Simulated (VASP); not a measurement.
# AgCl (Fm-3m) in VASP: notebook

The runs below take AgCl through electric field gradients, with PBE+U, LDA, PBEsol, r2SCAN.

All numbers are computed with VASP 6.6.1; they aren't measurements. Logs are shortened: lines on timing, memory, paths and dates and some standing lists are left out, and cuts for length are marked.

**Measured values to compare with.**

From a printed reference work, data compilation, for a bulk crystal of AgCl: band gap 3.249 eV (indirect).

The results are compared with them further down.

## Step 1: The cell of the first run

Symmetry: Fm-3m, No. 225, cubic system. Conventional cell: a = 5.619 Å, b = 5.619 Å, c = 5.619 Å, α = 90.00°, β = 90.00°, γ = 90.00°. Within 3.7 Å of Ag (site symmetry m-3m) lie 6 Cl at 2.81 Å. Cl (site symmetry m-3m) has 6 Ag at 2.81 Å within 3.7 Å.

## Step 2: Electric field gradients, PBE+U

The input, INCAR:

```
PREC = Accurate
ENCUT = 470
EDIFF = 1E-8
ISMEAR = -5
SIGMA = 0.1
LREAL = False
LASPH = True
NELM = 200
ALGO = Normal
ISIF = 2
LWAVE = False
LCHARG = False
LMAXMIX = 4
LDAU = True
LDAUTYPE = 2
LDAUL = 2 -1
LDAUU = 1 0
LDAUJ = 0 0
LDAUPRINT = 1
GGA = PE
LEFG = True
NBANDS = 20
GGA_COMPAT = False
```

The input, KPOINTS:

```
regular mesh
0
Gamma
  9 9 9
```

The input, POSCAR:

```
AgCl
1.0
    0.0000000000      2.8096430007      2.8096430007
    2.8096430007      0.0000000000      2.8096430007
    2.8096430007      2.8096430007      0.0000000000
Ag Cl
1 1
Direct
    0.5000000000      0.5000000000      0.5000000000
    0.0000000000      0.0000000000      0.0000000000
```

Potentials or basis: VASP PAW PBE potentials, release 64 (Ag_sv_GW, Cl).

Run with:

```
> cat potpaw_PBE.64/Ag_sv_GW/POTCAR potpaw_PBE.64/Cl/POTCAR > POTCAR
> mpirun -np 1 vasp_std > vasp.out
```

OUTCAR:

```text
PREC = Accurate
   ENCUT = 470
   EDIFF = 1E-8
   ISMEAR = -5
   LREAL = False
   LASPH = True
   NELM = 200
   ISIF = 2
   GGA = PE

 ion  position               nearest neighbor table
   1  0.500  0.500  0.500-
   2  0.000  0.000  0.000-

  LATTYP: Found a face centered cubic cell.
 ALAT       =     5.6192860014

  Lattice vectors:

 A1 = (   0.0000000000,   2.8096430007,   2.8096430007)
 A2 = (   2.8096430007,   0.0000000000,   2.8096430007)
 A3 = (   2.8096430007,   2.8096430007,   0.0000000000)

Analysis of symmetry for initial positions (statically):
=====================================================================
 Subroutine PRICEL returns:
 Original cell was already a primitive cell.

 Routine SETGRP: Setting up the symmetry group for a
 face centered cubic supercell.

 Subroutine GETGRP returns: Found 48 space group operations
 (whereof 48 operations were pure point group operations)
 out of a pool of 48 trial point group operations.

The static configuration has the point symmetry O_h .

Analysis of symmetry for dynamics (positions and initial velocities):
=====================================================================
 Subroutine PRICEL returns:
 Original cell was already a primitive cell.

 Routine SETGRP: Setting up the symmetry group for a
 face centered cubic supercell.

 Subroutine GETGRP returns: Found 48 space group operations
 (whereof 48 operations were pure point group operations)
 out of a pool of 48 trial point group operations.

The dynamic configuration has the point symmetry O_h .

 Subroutine INISYM returns: Found 48 space group operations
 (whereof 48 operations are pure point group operations),
 and found     1 'primitive' translations

----------------------------------------------------------------------------------------

                                     Primitive cell

  volume of cell :      44.3592

  direct lattice vectors                    reciprocal lattice vectors
[... 162 lines left out ...]
  o =  0.8840  v =  0.0000  0.0000  0.0000  0.0000  0.0000  0.0000 -0.0000  0.0460  0.0000 -0.9989      0.0000  0.0000  0.0000  0.0000  0.0000  0.0000  0.0000  0.0000  0.0000  0.0000

 number of electron      26.0000002 magnetization

 Free energy of the ion-electron system (eV)
  ---------------------------------------------------
  ext. energy  EPLUGINS =         0.00000000
  ---------------------------------------------------
  free energy    TOTEN  =        -2.78684297 eV

  energy without entropy =       -2.78684297  energy(sigma->0) =       -2.78684297

 E-fermi :   2.8134     XC(G=0):  -9.8629

 val. band max:        2.7158498602   @ k =   0.4444   0.0000   0.0000
 cond. band min:       3.8275305809   @ k =   0.0000   0.0000   0.0000
 fundamental gap:      1.1116807206
 Fermi energy:         2.8133514691

 k-point     1 :       0.0000    0.0000    0.0000
  band No.  band energies     occupation
      1     -86.5340      2.00000
      2     -50.0736      2.00000
      3     -50.0736      2.00000
      4     -50.0736      2.00000
      5     -12.0165      2.00000
      6       0.4009      2.00000
[... 541 lines left out ...]
     19      18.2221      0.00000
     20      18.2242      0.00000

 [... further k-points ...]

------------------------ aborting loop because EDIFF is reached ----------------------------------------

  FORCE on cell =-STRESS in cart. coord.  units (eV):
  Direction    XX          YY          ZZ          XY          YZ          ZX
  --------------------------------------------------------------------------------------
  -------------------------------------------------------------------------------------
  Total       -0.4041627     -0.4041627     -0.4041627     -0.0000000      0.0000000      0.0000000
  in kB      -14.5976659    -14.5976659    -14.5976659     -0.0000000      0.0000000      0.0000000
  external PRESSURE =     -14.5976659 kB  Pullay stress =       0.0000000 kB

 VOLUME and BASIS-vectors are now :
 -----------------------------------------------------------------------------
  energy-cutoff  :      470.00
  volume of cell :       44.36
      direct lattice vectors                 reciprocal lattice vectors
     0.000000000  2.809643001  2.809643001    -0.177958552  0.177958552  0.177958552
     2.809643001  0.000000000  2.809643001     0.177958552 -0.177958552  0.177958552
     2.809643001  2.809643001  0.000000000     0.177958552  0.177958552 -0.177958552

 POSITION                                       TOTAL-FORCE (eV/Angst)
 -----------------------------------------------------------------------------------
      2.80964      2.80964      2.80964         0.000000      0.000000      0.000000
      0.00000      0.00000      0.00000         0.000000      0.000000      0.000000
 -----------------------------------------------------------------------------------
    total drift:                                0.000000      0.000000      0.000000

  FREE ENERGIE OF THE ION-ELECTRON SYSTEM (eV)
  ---------------------------------------------------
  free  energy   TOTEN  =        -2.7868429690 eV

  energy  without entropy=       -2.7868429690  energy(sigma->0) =       -2.78684297

 Electric field gradients (V/A^2)
---------------------------------------------------------------------
 ion       V_xx      V_yy      V_zz      V_xy      V_xz      V_yz
---------------------------------------------------------------------
   1      -0.000    -0.000     0.000     0.000     0.000     0.000
   2      -0.000    -0.000     0.000     0.000     0.000     0.000
---------------------------------------------------------------------

 Electric field gradients after diagonalization (V/A^2)
 (convention: |V_zz| > |V_xx| > |V_yy|)
----------------------------------------------------------------------
 ion       V_xx      V_yy      V_zz     asymmetry (V_yy - V_xx)/ V_zz
----------------------------------------------------------------------
   1      -0.000    -0.000     0.001       0.000
   2      -0.000    -0.000     0.001       0.000
----------------------------------------------------------------------

           NMR quadrupolar parameters

 Cq : quadrupolar parameter    Cq=e*Q*V_zz/h
 eta: asymmetry parameters     (V_yy - V_xx)/ V_zz
 Q  : nuclear electric quadrupole moment in mb (millibarn)
----------------------------------------------------------------------
 ion       Cq(MHz)       eta       Q (mb)
----------------------------------------------------------------------
   1       0.000       0.000       1.000
   2       0.000       0.000       1.000
----------------------------------------------------------------------
```

OSZICAR:

```text
N       E                     dE             d eps       ncg     rms          rms(c)
DAV:   1     0.297581329026E+03    0.29758E+03   -0.15677E+04  1616   0.124E+03
DAV:   2     0.166618300116E+02   -0.28092E+03   -0.26084E+03  1492   0.531E+02
DAV:   3    -0.371041237340E+01   -0.20372E+02   -0.19741E+02  2132   0.136E+02
DAV:   4    -0.425711012716E+01   -0.54670E+00   -0.54587E+00  1864   0.190E+01
DAV:   5    -0.427452805711E+01   -0.17418E-01   -0.17412E-01  2044   0.392E+00    0.807E+00
DAV:   6    -0.286829159647E+01    0.14062E+01   -0.65136E+00  2152   0.384E+01    0.336E+00
DAV:   7    -0.281105107544E+01    0.57241E-01   -0.37736E-01  2188   0.898E+00    0.189E+00
DAV:   8    -0.278918598852E+01    0.21865E-01   -0.21634E-02  1732   0.228E+00    0.731E-01
DAV:   9    -0.278660674809E+01    0.25792E-02   -0.10212E-02  2212   0.118E+00    0.195E-01
DAV:  10    -0.278683501717E+01   -0.22827E-03   -0.68969E-04  2008   0.279E-01    0.299E-02
DAV:  11    -0.278684223564E+01   -0.72185E-05   -0.26145E-05  1756   0.568E-02    0.979E-03
DAV:  12    -0.278684259274E+01   -0.35710E-06   -0.53084E-06  2156   0.265E-02    0.350E-03
DAV:  13    -0.278684268254E+01   -0.89804E-07   -0.39432E-07  1944   0.115E-02    0.207E-03
DAV:  14    -0.278684296523E+01   -0.28270E-06   -0.51080E-08  2004   0.461E-03    0.195E-04
DAV:  15    -0.278684296896E+01   -0.37235E-08   -0.53177E-09  1368   0.630E-04
   1 F= -.27868430E+01 E0= -.27868430E+01  d E =0.000000E+00
```

stdout:

```text
POSCAR found type information on POSCAR AgCl
 POSCAR found :  2 types and       2 ions
 scaLAPACK will be used
 LDA part: xc-table for (Slater+PW92), standard interpolation
 POSCAR, INCAR and KPOINTS ok, starting setup
 FFT: planning ... GRIDC
 FFT: planning ... GRID_SOFT
 FFT: planning ... GRID
 WAVECAR not read
 entering main loop
ion   1

ion   2
```

Wall time 21 s (1 thread of AMD EPYC 9R45 (Zen 5), shared host); peak memory 0.15 GiB.

What came out:

```
Free energy                             : -2.7868 eV
Pressure                                : -1.5 GPa
Band gap on the k mesh                  : 1.11 eV (least direct gap 3.11 eV)
Largest electric field gradient by atom : under 0.05 V/Å² on every atom
```

Eigenvalues of the final occupation matrices:
| site | spin | trace | eigenvalues |
| --- | --- | --- | --- |
| site 1 d | 1 | 4.38 | 0.87 0.87 0.87 0.88 0.88 |
| site 1 d | 2 | 4.38 | 0.87 0.87 0.87 0.88 0.88 |

Caveat: an odd mesh through Γ misses points on the zone boundary, where band edges can lie.

## Step 3: Electric field gradients, LDA

This run uses another cell than the first one, of 21.33 Å³/atom.

The input, INCAR:

```
SYSTEM = AgCl
ALGO = Normal ; EDIFF = 1E-8
ENCUT = 520 ; GGA = CA
ISIF = 2 ; ISMEAR = -1
LASPH = .True. ; LCHARG = .False.
LEFG = .True. ; LREAL = .False.
LWAVE = .False. ; NBANDS = 16
NELM = 100 ; PREC = Accurate
SIGMA = 0.01
```

The input, KPOINTS:

```
k-points
0
Gamma
  9 9 9
  0 0 0
```

The input, POSCAR:

```
AgCl
1.0
    0.0000000000      2.7731500000      2.7731500000
    2.7731500000      0.0000000000      2.7731500000
    2.7731500000      2.7731500000      0.0000000000
Ag Cl
1 1
Direct
    0.5000000000      0.5000000000      0.5000000000
    0.0000000000      0.0000000000      0.0000000000
```

Potentials or basis: VASP PAW LDA potentials, release 64 (Ag, Cl).

Run with:

```
> cat potpaw_LDA.64/Ag/POTCAR potpaw_LDA.64/Cl/POTCAR > POTCAR
> mpirun -np 1 vasp_std > vasp.out
```

OUTCAR:

```text
SYSTEM = AgCl
   EDIFF = 1E-8
   ENCUT = 520
   GGA = CA
   ISIF = 2
   ISMEAR = -1
   LASPH = .True.
   LREAL = .False.
   NELM = 100
   PREC = Accurate

 ion  position               nearest neighbor table
   1  0.500  0.500  0.500-   2 2.77   2 2.77   2 2.77   2 2.77   2 2.77   2 2.77
   2  0.000  0.000  0.000-   1 2.77   1 2.77   1 2.77   1 2.77   1 2.77   1 2.77

  LATTYP: Found a face centered cubic cell.
 ALAT       =     5.5463000000

  Lattice vectors:

 A1 = (   0.0000000000,   2.7731500000,   2.7731500000)
 A2 = (   2.7731500000,   0.0000000000,   2.7731500000)
 A3 = (   2.7731500000,   2.7731500000,   0.0000000000)

Analysis of symmetry for initial positions (statically):
=====================================================================
 Subroutine PRICEL returns:
 Original cell was already a primitive cell.

 Routine SETGRP: Setting up the symmetry group for a
 face centered cubic supercell.

[... 645 lines left out ...]
      direct lattice vectors                 reciprocal lattice vectors
     0.000000000  2.773150000  2.773150000    -0.180300380  0.180300380  0.180300380
     2.773150000  0.000000000  2.773150000     0.180300380 -0.180300380  0.180300380
     2.773150000  2.773150000  0.000000000     0.180300380  0.180300380 -0.180300380

 POSITION                                       TOTAL-FORCE (eV/Angst)
 -----------------------------------------------------------------------------------
      2.77315      2.77315      2.77315         0.000000      0.000000      0.000000
      0.00000      0.00000      0.00000         0.000000      0.000000     -0.000000
 -----------------------------------------------------------------------------------
    total drift:                                0.000000      0.000000      0.000000

  FREE ENERGIE OF THE ION-ELECTRON SYSTEM (eV)
  ---------------------------------------------------
  free  energy   TOTEN  =        -6.7120812489 eV

  energy  without entropy=       -6.7120812489  energy(sigma->0) =       -6.71208125

 Electric field gradients (V/A^2)
---------------------------------------------------------------------
 ion       V_xx      V_yy      V_zz      V_xy      V_xz      V_yz
---------------------------------------------------------------------
   1      -0.000    -0.000    -0.000    -0.000    -0.000    -0.000
   2       0.000    -0.000    -0.000     0.001     0.001     0.001
---------------------------------------------------------------------

 Electric field gradients after diagonalization (V/A^2)
 (convention: |V_zz| > |V_xx| > |V_yy|)
----------------------------------------------------------------------
 ion       V_xx      V_yy      V_zz     asymmetry (V_yy - V_xx)/ V_zz
----------------------------------------------------------------------
   1       0.000     0.000    -0.001       0.000
   2      -0.001    -0.001     0.002       0.000
----------------------------------------------------------------------

           NMR quadrupolar parameters

 Cq : quadrupolar parameter    Cq=e*Q*V_zz/h
 eta: asymmetry parameters     (V_yy - V_xx)/ V_zz
 Q  : nuclear electric quadrupole moment in mb (millibarn)
----------------------------------------------------------------------
 ion       Cq(MHz)       eta       Q (mb)
----------------------------------------------------------------------
   1      -0.000       0.000       1.000
   2       0.000       0.000       1.000
----------------------------------------------------------------------
```

Wall time 22 s (1 thread of Intel Xeon Platinum 8488C (Sapphire Rapids), shared host); peak memory 0.15 GiB.

What came out:

| Item | Value |
| --- | --- |
| Free energy | -6.7121 eV |
| Pressure | -5.6 GPa |
| Band gap on the k mesh | 0.69 eV (least direct gap 2.92 eV) |
| Largest electric field gradient by atom | under 0.05 V/Å² on every atom |

Caveat: the cell stands under tension; semilocal functionals underestimate gaps, and a narrow one can read as zero; an odd mesh through Γ misses points on the zone boundary, where band edges can lie.

[end of part 1 of 2]
